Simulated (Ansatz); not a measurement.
Density of states of ZrS2 (P-3m1, a = 3.635 Å, b = 3.635 Å, c = 5.720 Å, α = 90.00°, β = 90.00°, γ = 120.00°), in states per eV and primitive cell, averaged over bins of 0.4 eV. Method: DFT PBE+D3(BJ), scalar-relativistic, plane waves, PAW in Ansatz 0.2.0.

Settings: cutoff 420 eV, Γ-centred mesh 9×9×6 on the computed 3-atom cell, Gaussian smearing of 0.02 eV; no spin polarisation.

The cell is relaxed at this level. The states (both spins) are summed by tetrahedra on a 14×14×9 mesh at the self-consistent density. Energies are bin centres; the table starts no lower than −8 eV and ends at 6 eV, or lower where the solved bands end.

The gap is 0.66 eV at this level, with the zero inside it.

| E − E_F (eV) | total | S 3p | Zr 4d | S 3s | Zr 5s |
| --- | --- | --- | --- | --- | --- |
| -4.95 | 0.93 | 0.59 | 0.23 | 0.01 | 0.08 |
| -4.55 | 2.50 | 1.69 | 0.59 | 0.04 | 0.14 |
| -4.15 | 3.12 | 2.28 | 0.65 | 0.04 | 0.09 |
| -3.75 | 2.48 | 1.78 | 0.50 | 0.08 | 0.08 |
| -3.35 | 3.13 | 2.02 | 0.92 | 0.06 | 0.07 |
| -2.95 | 4.89 | 3.32 | 1.36 | 0.09 | 0.04 |
| -2.55 | 3.54 | 2.61 | 0.72 | 0.12 | 0.02 |
| -2.15 | 2.30 | 1.88 | 0.30 | 0.05 | 0.02 |
| -1.75 | 3.31 | 2.85 | 0.33 | 0.04 | 0.01 |
| -1.35 | 2.36 | 2.09 | 0.20 | 0.02 | 0.00 |
| -0.95 | 1.14 | 1.03 | 0.08 | 0.01 | 0.00 |
| -0.55 | 0.31 | 0.29 | 0.01 | 0.00 | 0.00 |
| -0.15 | 0.00 | 0.00 | 0.00 | 0.00 | 0.00 |
| 0.25 | 0.04 | 0.01 | 0.03 | 0.00 | 0.00 |
| 0.65 | 1.14 | 0.25 | 0.81 | 0.02 | 0.02 |
| 1.05 | 2.29 | 0.42 | 1.73 | 0.03 | 0.03 |
| 1.45 | 1.83 | 0.33 | 1.42 | 0.01 | 0.01 |
| 1.85 | 1.32 | 0.29 | 0.98 | 0.00 | 0.01 |
| 2.25 | 2.02 | 0.47 | 1.47 | 0.01 | 0.01 |
| 2.65 | 3.14 | 0.50 | 2.54 | 0.01 | 0.02 |
| 3.05 | 3.23 | 0.38 | 2.68 | 0.01 | 0.11 |
| 3.45 | 0.00 | 0.00 | 0.00 | 0.00 | 0.00 |
| 3.85 | 0.50 | 0.14 | 0.28 | 0.03 | 0.00 |
| 4.25 | 3.34 | 1.04 | 1.79 | 0.12 | 0.02 |
| 4.65 | 2.70 | 0.88 | 1.43 | 0.09 | 0.01 |
| 5.05 | 1.24 | 0.34 | 0.65 | 0.09 | 0.00 |

The columns after the total are the main Löwdin projections on the occupied valence shells of the potentials; 1 other is left out. The rest of the total lies in those, in shells that are empty in the free atom, which aren't projected, and between the atoms.